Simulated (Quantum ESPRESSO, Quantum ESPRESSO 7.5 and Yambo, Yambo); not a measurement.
## How the form of the self-energy moves the gap of CdTe (F-43m)

Aim: compare treatments of exchange, screening and correlation for the gap of CdTe (F-43m).

Calculated with Quantum ESPRESSO 7.5 and Yambo 5.3.0; PBE and many-body steps on it, plane waves.

**Experimental background.**

- Gap 1.32 ± 0.02 eV: direct optical gap from Tauc analysis, 2.5 h deposition; UV-vis diffuse reflectance; film (electrodeposited 2.5 h on FTO, nearly stoichiometric) (“Electrodeposition of CdTe Thin Films for Solar Energy Water Splitting”, 2020, pmc:7177234).

- Gap 1.592 eV: near-band-edge L1 bound-exciton energy extrapolated to 0 K (Varshni), slightly below the true gap; temperature-dependent photoluminescence; 0 K; bulk crystal (vertical Bridgman single crystal) (“Photoluminescence characteristics of Cd1-xMnxTe single crystals grown by the vertical Bridgman method”, 2012, pmc:3275455).

- Gap 1.48 ± 0.02 eV: direct optical gap from Tauc analysis, 1.5 h deposition; UV-vis diffuse reflectance; film (electrodeposited 1.5 h on FTO, Te-rich) (“Electrodeposition of CdTe Thin Films for Solar Energy Water Splitting”, 2020, pmc:7177234).

Report form: the programs' logs are mostly left out.

## 1. Starting point

It takes space group F-43m (No. 216, cubic). Conventional cell: a = 6.480 Å, b = 6.480 Å, c = 6.480 Å, α = 90.00°, β = 90.00°, γ = 90.00°. Nearest to Cd lie 4 Te at 2.81 Å. Te has 4 Cd at 2.81 Å nearest. Farther neighbours and most contacts between anions are not listed.

The cell and positions come from the Crystallography Open Database and are kept as given unless a step says otherwise. Spin-orbit coupling is left out unless a step names it.

## 2. Empty states on the mesh, 4×4×4 mesh, 305 bands

This step: Quantum ESPRESSO 7.5; DFT, PBE, plane waves, norm-conserving pseudopotentials.

The sums over transitions need many empty states on a uniform mesh; this step solves for them.

pw.in

```
&control
  calculation = 'nscf'
  prefix = 'x'
  outdir = 'o'
  pseudo_dir = 'pseudo'
/
&system
  ibrav = 0
  nat = 2
  ntyp = 2
  ecutwfc = 94.0
  nbnd = 305
  force_symmorphic = .true.
/
&electrons
  conv_thr = 1e-9
  electron_maxstep = 80
  diago_full_acc = .true.
  diago_thr_init = 5e-6
/
ATOMIC_SPECIES
  Cd 112.41 Cd.upf
  Te 127.6 Te.upf
CELL_PARAMETERS angstrom
  0.0000000000 3.2400000000 3.2400000000
  3.2400000000 0.0000000000 3.2400000000
  3.2400000000 3.2400000000 0.0000000000
ATOMIC_POSITIONS crystal
  Cd 0.0000000000 0.0000000000 0.0000000000
  Te 0.2500000000 0.2500000000 0.2500000000
K_POINTS automatic
  4 4 4 0 0 0
```

The run is started by

```console
$ OMP_NUM_THREADS=1 mpirun -n 4 pw.x -nk 4 -in pw.in > pw.out
```

It took 66 s on 4 MPI ranks of Arm Neoverse V1, shared host; peak memory 0.96 GiB.

Numbers from this step:

```
gap                                                           : 0.7705 eV
k of the valence top                                          : 0, 0, 0
k of the conduction bottom                                    : 0, 0, 0
least direct gap                                              : 0.7705 eV
k points computed                                             : 8
lowest point of the top converged band, above the valence top : 137.2128 eV
```

On this mesh the gap is 0.770 eV.

The density comes from a self-consistent run that is not shown.

## 3. Conversion and set-up

This step: Yambo 5.3.0; conversion and set-up on PBE, plane waves, norm-conserving pseudopotentials.

The states are converted to the many-body program's format and the q mesh is built.

The run is started by

```console
$ (cd o/x.save; p2y > p2y.log; mv SAVE ../..); yambo > setup.log
```

The job ended after 3.7 s (1 MPI rank; peak memory 0.26 GiB).

## 4. G0W0, Godby-Needs plasmon pole

Now the one-shot GW correction: screening in the RPA, then the self-energy of the levels asked for.

This step: G0W0 on PBE, plane waves, norm-conserving pseudopotentials.

gw2.in

```
HF_and_locXC
gw0
dyson
ppa
em1d
rim_cut
RandQpts= 1000000
RandGvec= 1 RL
EXXRLvcs= 94 Ry
VXCRLvcs= 376 Ry
Chimod= "HARTREE"
% BndsRnXp
 1 | 137 |
%
NGsBlkXp= 11.5 Ry
% LongDrXp
 1 | 1 | 1 |
%
% GbndRnge
 1 | 137 |
%
DysSolver= "n"
ExtendOut
PPAPntXp= 27.21138 eV
% QPkrange
 1 | 1 | 21 | 24 |
%
```

The run is started by

```console
$ OMP_NUM_THREADS=1 mpirun -n 4 yambo -F gw2.in -J gw2 -C gw2 > gw2.log
```

It took 4.4 min on 4 MPI ranks; peak memory 2.4 GiB; 17 min of CPU time.

Numbers from this step:

- G0W0 gap on the points computed: 1.538 eV
- starting gap on the mesh: 0.7705 eV
- k of the valence top: 0, 0, 0
- k of the conduction bottom: 0, 0, 0
- least direct G0W0 gap on the computed points: 1.538 eV
- Z at the valence top: 0.7988
- Z at the conduction bottom: 0.8108

The gap on the mesh goes from 0.77 eV to 1.54 eV, a correction of +0.77 eV.

## 5. One-shot COHSEX

This step: one-shot COHSEX on PBE, plane waves, norm-conserving pseudopotentials.

gw4.in

```
HF_and_locXC
gw0
dyson
cohsex
em1s
rim_cut
RandQpts= 1000000
RandGvec= 1 RL
EXXRLvcs= 94 Ry
VXCRLvcs= 376 Ry
Chimod= "HARTREE"
% BndsRnXs
 1 | 137 |
%
NGsBlkXs= 11.5 Ry
% LongDrXs
 1 | 1 | 1 |
%
% GbndRnge
 1 | 137 |
%
DysSolver= "n"
ExtendOut
% QPkrange
 1 | 1 | 21 | 24 |
%
```

The run is started by

```console
$ OMP_NUM_THREADS=1 mpirun -n 4 yambo -F gw4.in -J gw4 -C gw4 > gw4.log
```

The job ended after 3.4 min (4 MPI ranks; peak memory 2.3 GiB).

Numbers from this step:

```yaml
quasiparticle_gap_on_the_points_computed: 1.901 eV
starting_gap_on_the_mesh: 0.7705 eV
k_of_the_valence_top: 0, 0, 0
k_of_the_conduction_bottom: 0, 0, 0
least_direct_quasiparticle_gap_on_the_computed_points: 1.901 eV
z_at_the_valence_top: 1
z_at_the_conduction_bottom: 1
```

Against G0W0 in Yambo (4×4×4 mesh, 137 bands, screening to 156.5 eV, Godby-Needs plasmon pole), the gap moves by +0.364 eV.

## 6. One-shot Hartree-Fock

This step: one-shot Hartree-Fock on PBE, plane waves, norm-conserving pseudopotentials.

gw5.in

```
HF_and_locXC
rim_cut
RandQpts= 1000000
RandGvec= 1 RL
EXXRLvcs= 94 Ry
VXCRLvcs= 376 Ry
% QPkrange
 1 | 1 | 21 | 24 |
%
```

The run is started by

```console
$ OMP_NUM_THREADS=1 mpirun -n 4 yambo -F gw5.in -J gw5 -C gw5 > gw5.log
```

Elapsed: 11 s, on 4 MPI ranks; peak memory 2.3 GiB.

Numbers from this step:

| Quantity | Value |
| --- | --- |
| quasiparticle gap on the mesh | 6.516 eV |
| starting gap on the mesh | 0.7705 eV |
| k of the valence top | 0, 0, 0 |
| k of the conduction bottom | 0, 0, 0 |
| least direct quasiparticle gap on the computed points | 6.516 eV |

Against G0W0 in Yambo (4×4×4 mesh, 137 bands, screening to 156.5 eV, Godby-Needs plasmon pole), the gap moves by +4.979 eV.

## 7. Side by side

Times are wall times on 4 MPI ranks of Arm Neoverse V1, shared host, good to a factor of about two.

```csv
run,mesh,bands,screening cutoff (eV),DFT gap (eV),gap on the mesh (eV),direct (eV),time
"G0W0, Godby-Needs plasmon pole",4×4×4,137,156.5,0.770,1.538,1.538,4.4 min
one-shot COHSEX,4×4×4,137,156.5,0.770,1.901,1.901,3.4 min
one-shot Hartree-Fock,4×4×4,-,-,0.770,6.516,6.516,11 s
```

## 8. Results

```yaml
g0w0_godby_needs_plasmon_pole: 1.538 eV
one_shot_cohsex: 1.901 eV
one_shot_hartree_fock: 6.516 eV
known_limits: not at the basis limit; no spin-orbit coupling; coarse k mesh
```

One-shot COHSEX: +0.364 eV against G0W0, Godby-Needs plasmon pole. One-shot Hartree-Fock: +4.979 eV against G0W0, Godby-Needs plasmon pole. Bare exchange alone opens the gap to 6.52 eV; against G0W0, correlation takes back 4.98 eV. Static COHSEX lies above G0W0: it lacks the factor Z and overstates the Coulomb hole of the filled states. Against experiment, by G0W0, Godby-Needs plasmon pole: the direct gap of 1.54 eV lies +0.22 eV from the measured 1.32 ± 0.02 eV (direct, 2020); the direct gap of 1.54 eV lies −0.05 eV from the measured 1.592 eV (exciton, 0 K, 2012); the direct gap of 1.54 eV lies +0.06 eV from the measured 1.48 ± 0.02 eV (direct, 2020). An exciton line or allowed optical edge lies below the quasiparticle gap by the binding energy; a forbidden edge can push the onset above it. These are gaps on the mesh, at modest bands and cutoff. The calculation has static nuclei and no excitons; a measured gap holds zero-point and thermal motion, which mostly lowers it. With atoms this heavy the missing spin-orbit coupling can matter too. Bands and cutoff are finite, so the gap is not at the basis limit. The miss can reach some tenths of an eV and take either sign; the mesh is an error of its own. The 4×4×4 mesh is coarse for this cell, which bears on the long-range parts of exchange and screening.

[Paths, hosts, dates, memory and timing lines, banners, echoed tables and standing remarks are left out of the program output.]

[Logs are printed without paths, hosts, clocks, repeated set-up lines and the standing remarks that a program may print on its own settings, such as how far it seeks lower states.]

[Runs of the session that timed out or met a known fault of the program may be left out.]

[Hosts, paths, dates, database ids (printed as entryN), source tags and the programs' standing remarks are cut or masked in the printed files.]
